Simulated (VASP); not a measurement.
# Sn (Im-3m) in VASP: a series of runs

One crystal, Sn, is run at these levels: PBE+D2, RPBE+D3, optB88-vdW; tasks: band structure, density of states, electric field gradients.

All numbers are computed with VASP 6.6.1; they aren't measurements. Logs are shortened: lines on timing, memory, paths and dates and some standing lists are left out, and cuts for length are marked.

## 1. The structure

Symmetry: Im-3m, No. 229, cubic system. Conventional cell: a = 3.789 Å, b = 3.789 Å, c = 3.789 Å, α = 90.00°, β = 90.00°, γ = 90.00°. Sn (site symmetry m-3m) is surrounded by 8 Sn at 3.28 Å.

This isn't the form of Sn at room conditions, which is tetragonal (white tin).

## 2. Band structure, PBE+D2 (volume scaled by 0.88)

POSCAR reads:

```
Sn
1.0
   -1.8156144697      1.8156144697      1.8156144697
    1.8156144697     -1.8156144697      1.8156144697
    1.8156144697      1.8156144697     -1.8156144697
Sn
1
Cartesian
    0.0000000000      0.0000000000      0.0000000000
```

INCAR.step1 reads:

```
SYSTEM = Sn
  PREC = Accurate
  ENCUT = 520
  EDIFF = 1E-6
  ISMEAR = 1
  SIGMA = 0.2
  LREAL = .FALSE.
  LASPH = .TRUE.
  NELM = 100
  ALGO = Fast
  ISIF = 2
  LWAVE = .FALSE.
  LCHARG = .TRUE.
  GGA = PE
  IVDW = 1
```

KPOINTS.step1 reads:

```
Automatic mesh
0
G
  10 10 10
  0 0 0
```

INCAR.step2 reads:

```
SYSTEM = Sn
  PREC = Accurate
  ENCUT = 520
  EDIFF = 1E-6
  ISMEAR = 0
  SIGMA = 0.05
  LREAL = .FALSE.
  LASPH = .TRUE.
  NELM = 100
  ALGO = Fast
  ISIF = 2
  LWAVE = .FALSE.
  LCHARG = .FALSE.
  GGA = PE
  IVDW = 1
  ICHARG = 11
```

KPOINTS.step2 reads:

```
path GHNGPH,PN
15
line-mode
reciprocal
 0.0000000000  0.0000000000  0.0000000000  G
 0.5000000000 -0.5000000000  0.5000000000  H

 0.5000000000 -0.5000000000  0.5000000000  H
 0.0000000000  0.0000000000  0.5000000000  N

 0.0000000000  0.0000000000  0.5000000000  N
 0.0000000000  0.0000000000  0.0000000000  G

 0.0000000000  0.0000000000  0.0000000000  G
 0.2500000000  0.2500000000  0.2500000000  P

 0.2500000000  0.2500000000  0.2500000000  P
 0.5000000000 -0.5000000000  0.5000000000  H

 0.2500000000  0.2500000000  0.2500000000  P
 0.0000000000  0.0000000000  0.5000000000  N
```

Potentials or basis: VASP PAW PBE potentials, release 64 (Sn_d).

Run with:

```sh
> cat potpaw_PBE.64/Sn_d/POTCAR > POTCAR
> cp INCAR.step1 INCAR
> cp KPOINTS.step1 KPOINTS
> mpirun -np 1 vasp_std > vasp.out
> cp INCAR.step2 INCAR
> cp KPOINTS.step2 KPOINTS
> mpirun -np 1 vasp_std > vasp.out
```

OUTCAR:

```text
SYSTEM = Sn
   PREC = Accurate
   ENCUT = 520
   EDIFF = 1E-6
   ISMEAR = 0
   LREAL = .FALSE.
   LASPH = .TRUE.
   NELM = 100
   ISIF = 2
   GGA = PE
   IVDW = 1
   ICHARG = 11
  IVDW =   1

 ion  position               nearest neighbor table
   1  0.000  0.000  0.000-

  LATTYP: Found a body centered cubic cell.
 ALAT       =     3.6312289394

  Lattice vectors:

 A1 = (  -1.8156144697,   1.8156144697,   1.8156144697)
 A2 = (   1.8156144697,  -1.8156144697,   1.8156144697)
 A3 = (   1.8156144697,   1.8156144697,  -1.8156144697)

Analysis of symmetry for initial positions (statically):
=====================================================================
 Subroutine PRICEL returns:
 Original cell was already a primitive cell.

 Routine SETGRP: Setting up the symmetry group for a
 body centered cubic supercell.

 Subroutine GETGRP returns: Found 48 space group operations
 (whereof 48 operations were pure point group operations)
 out of a pool of 48 trial point group operations.

The static configuration has the point symmetry O_h .

Analysis of symmetry for dynamics (positions and initial velocities):
=====================================================================
 Subroutine PRICEL returns:
 Original cell was already a primitive cell.

 Routine SETGRP: Setting up the symmetry group for a
 body centered cubic supercell.

 Subroutine GETGRP returns: Found 48 space group operations
 (whereof 48 operations were pure point group operations)
 out of a pool of 48 trial point group operations.

The dynamic configuration has the point symmetry O_h .

 Subroutine INISYM returns: Found 48 space group operations
 (whereof 48 operations are pure point group operations),
 and found     1 'primitive' translations

----------------------------------------------------------------------------------------

                                     Primitive cell

  volume of cell :      23.9404

  direct lattice vectors                    reciprocal lattice vectors
    -1.815614470  1.815614470  1.815614470     0.000000000  0.275388861  0.275388861
     1.815614470 -1.815614470  1.815614470     0.275388861  0.000000000  0.275388861
     1.815614470  1.815614470 -1.815614470     0.275388861  0.275388861  0.000000000

  length of vectors
     3.144736508  3.144736508  3.144736508     0.389458662  0.389458662  0.389458662

  position of ions in fractional coordinates (direct lattice)
     0.000000000  0.000000000  0.000000000
[... 75 lines left out ...]
   TEBEG  =    0.0;   TEEND  =   0.0 temperature during run
   PSTRESS=    0.0 pullay stress
   NELECT =      14.0000    total number of electrons
   NUPDOWN=      -1.0000    fix difference up-down
   EMIN   =  10.00;   EMAX   =-10.00  energy-range for DOS
   EFERMI =   0.00;   METHOD = LEGACY
   ISMEAR =     0;   SIGMA  =   0.05  broadening in eV -4-tet -1-fermi 0-gaus
   EFERMI_NEDOS =   21; number of points for ismear=-14 and -15
   IALGO  =     68    algorithm
   IMIX   =      4    mixing-type and parameters
     AMIX     =   0.40;   BMIX     =  1.00
     AMIX_MAG =   1.60;   BMIX_MAG =  1.00
  volume/ion in A,a.u.               =      23.94       161.56
  Fermi-wavevector in a.u.,A,eV,Ry     =   1.369012  2.587057 25.499950  1.874193
  Thomas-Fermi vector in A             =   2.494925
   LORBIT       =      0    0 simple, 1 ext, 2 COOP (PROOUT), +10 PAW based schemes
   GGA     = PE    functional components
   LHFCALC =     F    Hartree Fock is set to
   AEXX    =    0.0000 exact exchange contribution
   IVDW    =     1    specifies the selected vdW correction
   LEPSILON=     F    determine dielectric tensor
   LRPA    =     F    only Hartree local field effects (RPA)
 non-spin polarized calculation
 RMM-DIIS sequential band-by-band and
 Gauss-broadening in eV      SIGMA  =   0.05
  energy-cutoff  :      520.00
  volume of cell :       23.94
 maximum number of plane-waves:       682
 NGX is ok and might be reduce to    24

 number of electron      14.0000008 magnetization

 Free energy of the ion-electron system (eV)
  ---------------------------------------------------
  ext. energy  EPLUGINS =         0.00000000
  ---------------------------------------------------
  free energy    TOTEN  =        -3.12318177 eV

  energy without entropy =       -3.11949717  energy(sigma->0) =       -3.12133947

 E-fermi :   9.1012     XC(G=0): -10.9801

 val. band max:        9.0917097033   @ k =   0.5000  -0.5000   0.5000
 cond. band min:       9.1066639240   @ k =   0.0000   0.0000   0.3214
 fundamental gap:      0.0149542207
 Fermi energy:         9.1011804852

 k-point     1 :       0.0000    0.0000    0.0000
  band No.  band energies     occupation
      1     -11.9543      2.00000
      2     -11.9543      2.00000
      3     -11.9543      2.00000
      4     -11.7524      2.00000
      5     -11.7524      2.00000
      6      -2.3504      2.00000
      7      18.9510      0.00000
      8      18.9510      0.00000
      9      18.9510      0.00000
     10      22.0798      0.00000
     11      22.0799      0.00000
[... 309 lines left out ...]
 k-point    24 :       0.2143   -0.2143    0.5000
  band No.  band energies     occupation
      1     -11.9200      2.00000
      2     -11.8867      2.00000
      3     -11.8541      2.00000
      4     -11.7658      2.00000
      5     -11.6419      2.00000
      6       4.1577      2.00000
      7       5.7805      2.00000
      8      11.2362      0.00000
      9      13.0910      0.00000
     10      18.7654      0.00000
     11      19.9387      0.00000

 [... further k-points ...]

------------------------ aborting loop because EDIFF is reached ----------------------------------------

  DFT-D2 method for vdW energy calculation

  Number of pair interactions contributing to vdW energy:   22074

  Edisp (eV):   -0.56589

  FORCE on cell =-STRESS in cart. coord.  units (eV):
  Direction    XX          YY          ZZ          XY          YZ          ZX
  --------------------------------------------------------------------------------------
  -------------------------------------------------------------------------------------
  Total       2.94216     2.94216     2.94216     0.00000     0.00000     0.00000
  in kB     196.90030   196.90030   196.90030     0.00000     0.00000     0.00000
  external pressure =      196.90 kB  Pullay stress =        0.00 kB

 VOLUME and BASIS-vectors are now :
 -----------------------------------------------------------------------------
  energy-cutoff  :      520.00
  volume of cell :       23.94
      direct lattice vectors                 reciprocal lattice vectors
    -1.815614470  1.815614470  1.815614470     0.000000000  0.275388861  0.275388861
     1.815614470 -1.815614470  1.815614470     0.275388861  0.000000000  0.275388861
     1.815614470  1.815614470 -1.815614470     0.275388861  0.275388861  0.000000000

 POSITION                                       TOTAL-FORCE (eV/Angst)
 -----------------------------------------------------------------------------------
      0.00000      0.00000      0.00000        -0.000000      0.000000      0.000000
 -----------------------------------------------------------------------------------
    total drift:                               -0.000000      0.000000     -0.000000

  FREE ENERGIE OF THE ION-ELECTRON SYSTEM (eV)
  ---------------------------------------------------
  free  energy   TOTEN  =        -3.6890669346 eV

  energy  without entropy=       -3.6853823345  energy(sigma->0) =       -3.68722463
```

Run time: 16 s. Hardware: 1 thread of Intel Xeon Platinum 8259CL at 2.50GHz (Skylake/Cascade Lake), shared host; peak memory 0.15 GiB.

Results:

```
Band gap along the path    : none (metal or under the smearing width)
Dispersion energy per atom : -0.566 eV
```

Levels at the corners of the path, in eV from the Fermi level:
| point | band 5 | band 6 | band 7 | band 8 | band 9 | band 10 |
| --- | --- | --- | --- | --- | --- | --- |
| Γ | -21.48 | -12.08 | 9.22 | 9.22 | 9.22 | 12.35 |
| H | -21.39 | -1.68 | -0.64 | -0.64 | -0.64 | 3.80 |
| H | -21.39 | -1.68 | -0.64 | -0.64 | -0.64 | 3.80 |
| N | -21.36 | -6.56 | -5.11 | 4.05 | 5.87 | 8.70 |
| N | -21.36 | -6.56 | -5.11 | 4.05 | 5.87 | 8.70 |
| Γ | -21.48 | -12.08 | 9.22 | 9.22 | 9.22 | 12.35 |
| Γ | -21.48 | -12.08 | 9.22 | 9.22 | 9.22 | 12.35 |
| P | -21.49 | -4.96 | -1.78 | -1.78 | -1.78 | 19.32 |
| P | -21.49 | -4.96 | -1.78 | -1.78 | -1.78 | 19.32 |
| H | -21.39 | -1.68 | -0.64 | -0.64 | -0.64 | 3.80 |
| P | -21.49 | -4.96 | -1.78 | -1.78 | -1.78 | 19.33 |
| N | -21.36 | -6.56 | -5.11 | 4.05 | 5.87 | 8.70 |

Caveat: the log is that of the step along the path at fixed density, whose energy, stress, charges and moments have no meaning; atom-pairwise D2, TS and ULG terms overbind metals; spin-orbit coupling is left out, which moves the levels of the heavy elements; pairwise dispersion overbinds metals, which lowers pressure and volume.

## 3. Density of states, RPBE+D3 (cell strained at random at fixed volume)

POSCAR reads:

```
Sn
1.0
   -1.8884870000      1.9096570000      1.8566310000
    1.8872990000     -1.9505010000      1.8962870000
    1.8786100000      1.9406250000     -1.8974750000
Sn
1
Direct
    0.0000000000      0.0000000000      0.0000000000
```

INCAR.step1 reads:

```
  ALGO = Fast
  EDIFF = 1E-6
  ENCUT = 350
  GGA = RP
  ISIF = 2
  ISMEAR = 1
  ISYM = 1
  IVDW = 11
  LASPH = T
  LCHARG = T
  LREAL = F
  LWAVE = F
  NBANDS = 13
  NELM = 100
  PREC = Accurate
  SIGMA = 0.2
```

KPOINTS.step1 reads:

```
k-points
0
Gamma
  3 3 3
```

INCAR.step2 reads:

```
  ALGO = Fast
  EDIFF = 1E-6
  ENCUT = 350
  GGA = RP
  ICHARG = 11
  ISIF = 2
  ISMEAR = -5
  ISYM = 1
  IVDW = 11
  LASPH = T
  LCHARG = F
  LORBIT = 11
  LREAL = F
  LWAVE = F
  NBANDS = 13
  NEDOS = 2001
  NELM = 100
  PREC = Accurate
  SIGMA = 0.2
```

KPOINTS.step2 reads:

```
k-points
0
Gamma
  5 5 5
```

Potentials or basis: VASP PAW PBE potentials, release 64 (Sn_d).

Run with:

```sh
> cat potpaw_PBE.64/Sn_d/POTCAR > POTCAR
> cp INCAR.step1 INCAR
> cp KPOINTS.step1 KPOINTS
> mpirun -np 1 vasp_std > vasp.out
> cp INCAR.step2 INCAR
> cp KPOINTS.step2 KPOINTS
> mpirun -np 1 vasp_std > vasp.out
```

OUTCAR:

```text
EDIFF = 1E-6
   ENCUT = 350
   GGA = RP
   ICHARG = 11
   ISIF = 2
   ISMEAR = -5
   ISYM = 1
   IVDW = 11
   LASPH = T
   LORBIT = 11
   LREAL = F
   NELM = 100
   PREC = Accurate
 IVDW          = 11

 ion  position               nearest neighbor table
   1  0.000  0.000  0.000-

  LATTYP: Found a triclinic cell.
 ALAT       =     8.4000320321
 B/A-ratio  =     0.6331394592
 C/A-ratio  =     0.3941568049
 COS(alpha) =     0.0039541044
 COS(beta)  =     0.2611708167
 COS(gamma) =     0.9486335636

  Lattice vectors:

 A1 = (  -3.7682850000,  -0.0718120000,   7.5070240000)
 A2 = (  -3.7670970000,  -0.0309680000,   3.7541060000)
 A3 = (   1.8872990000,  -1.9505010000,   1.8962870000)

Analysis of symmetry for initial positions (statically):
=====================================================================
 Subroutine PRICEL returns:
 Original cell was already a primitive cell.

 Routine SETGRP: Setting up the symmetry group for a
 triclinic supercell.

 Subroutine GETGRP returns: Found  2 space group operations
 (whereof  2 operations were pure point group operations)
[... 179 lines left out ...]
      6      -2.8929      2.00000
      7      15.9346     -0.00301
      8      16.2150      0.00000
      9      16.3844      0.00000
     10      20.0301      0.00000
     11      20.3559      0.00000
     12      20.4514      0.00000
     13      20.6449      0.00000
[... 354 lines left out ...]
  band No.  band energies     occupation
      1     -13.5337      2.00000
      2     -13.4589      2.00000
      3     -13.3865      2.00000
      4     -13.3721      2.00000
      5     -13.3193      2.00000
      6       2.3709      2.00000
      7       4.4986      2.00000
      8       8.0665      0.99339
      9      12.4768     -0.07750
     10      17.5513      0.00000
     11      20.8228      0.00000
     12      21.9388      0.00000
     13      22.2573      0.00000

 [... further k-points ...]

------------------------ aborting loop because EDIFF is reached ----------------------------------------

 Edisp (eV)   -0.27483

 E8    (eV) :    -0.0702

  FORCE on cell =-STRESS in cart. coord.  units (eV):
  Direction    XX          YY          ZZ          XY          YZ          ZX
  --------------------------------------------------------------------------------------
  -------------------------------------------------------------------------------------
  Total       1.84777     2.73155     1.29088    -0.04411    -0.18333     0.02255
  in kB     108.82038   160.86889    76.02378    -2.59778   -10.79705     1.32803
  external pressure =      115.24 kB  Pullay stress =        0.00 kB

 VOLUME and BASIS-vectors are now :
 -----------------------------------------------------------------------------
  energy-cutoff  :      350.00
  volume of cell :       27.20
      direct lattice vectors                 reciprocal lattice vectors
    -1.888487000  1.909657000  1.856631000     0.000773569  0.262580153  0.269317300
     1.887299000 -1.950501000  1.896287000     0.265633439  0.003509333  0.266581606
     1.878610000  1.940625000 -1.897475000     0.266224044  0.260435133  0.002918659

 POSITION                                       TOTAL-FORCE (eV/Angst)
 -----------------------------------------------------------------------------------
      0.00000      0.00000      0.00000         0.000000      0.000000      0.000000
 -----------------------------------------------------------------------------------
    total drift:                               -0.000000     -0.000000     -0.000000

  FREE ENERGIE OF THE ION-ELECTRON SYSTEM (eV)
  ---------------------------------------------------
  free  energy   TOTEN  =        -3.6499965868 eV

  energy  without entropy=       -3.6499965868  energy(sigma->0) =       -3.64999659

 total charge

# of ion       s       p       d       tot
------------------------------------------
    1        1.316   0.883   9.966  12.165
```

OUTCAR.step1:

```text
EDIFF = 1E-6
   ENCUT = 350
   GGA = RP
   ISIF = 2
   ISMEAR = 1
[... 441 lines left out ...]

 POSITION                                       TOTAL-FORCE (eV/Angst)
 -----------------------------------------------------------------------------------
      0.00000      0.00000      0.00000        -0.000000      0.000000     -0.000000
 -----------------------------------------------------------------------------------
    total drift:                                0.000000     -0.000000     -0.000000

  FREE ENERGIE OF THE ION-ELECTRON SYSTEM (eV)
  ---------------------------------------------------
  free  energy   TOTEN  =        -3.7091228326 eV

  energy  without entropy=       -3.7055892557  energy(sigma->0) =       -3.70794497
```

OSZICAR.step1:

```text
N       E                     dE             d eps       ncg     rms          rms(c)
DAV:   1     0.704382042741E+02    0.70438E+02   -0.57345E+03   392   0.127E+03
DAV:   2     0.138684153379E+01   -0.69051E+02   -0.66608E+02   379   0.300E+02
DAV:   3    -0.335359591291E+01   -0.47404E+01   -0.47303E+01   434   0.659E+01
DAV:   4    -0.344401783696E+01   -0.90422E-01   -0.90413E-01   429   0.959E+00
DAV:   5    -0.344778961936E+01   -0.37718E-02   -0.37718E-02   482   0.183E+00    0.139E+00
RMM:   6    -0.343783994643E+01    0.99497E-02   -0.87761E-03   459   0.122E+00    0.812E-01
RMM:   7    -0.343431582228E+01    0.35241E-02   -0.86419E-03   442   0.110E+00    0.932E-02
RMM:   8    -0.343424271616E+01    0.73106E-04   -0.95530E-04   491   0.506E-01    0.355E-02
RMM:   9    -0.343428227517E+01   -0.39559E-04   -0.34049E-04   518   0.199E-01    0.182E-02
RMM:  10    -0.343428806492E+01   -0.57897E-05   -0.94100E-05   504   0.144E-01    0.345E-03
RMM:  11    -0.343429101725E+01   -0.29523E-05   -0.39143E-05   538   0.620E-02    0.282E-03
RMM:  12    -0.343429208818E+01   -0.10709E-05   -0.60426E-06   459   0.325E-02    0.292E-03
RMM:  13    -0.343429208896E+01   -0.77807E-09   -0.19645E-06   265   0.153E-02
   1 F= -.37091228E+01 E0= -.37079450E+01  d E =-.353358E-02
```

It took 12 s on 1 thread of Intel Xeon Platinum 8259CL at 2.50GHz (Skylake/Cascade Lake), shared host; peak memory 0.13 GiB.

The run converged, but some of its settings lie outside the range that counts as converged, so its numbers aren't taken as properties of the crystal.

What came out:

```
Valence electrons inside the program's atomic spheres : Sn 12.16
Dispersion energy per atom                            : -0.275 eV
```

Caveat: the k mesh is coarse (spacing up to 0.79 Å⁻¹), so the values aren't converged; the PAW data sets were made with another functional, which shifts forces and pressure a little; pairwise dispersion overbinds metals, which lowers pressure and volume; tetrahedron occupations give inexact forces and stress in metals.

(Part 1 of 2 ends here.)
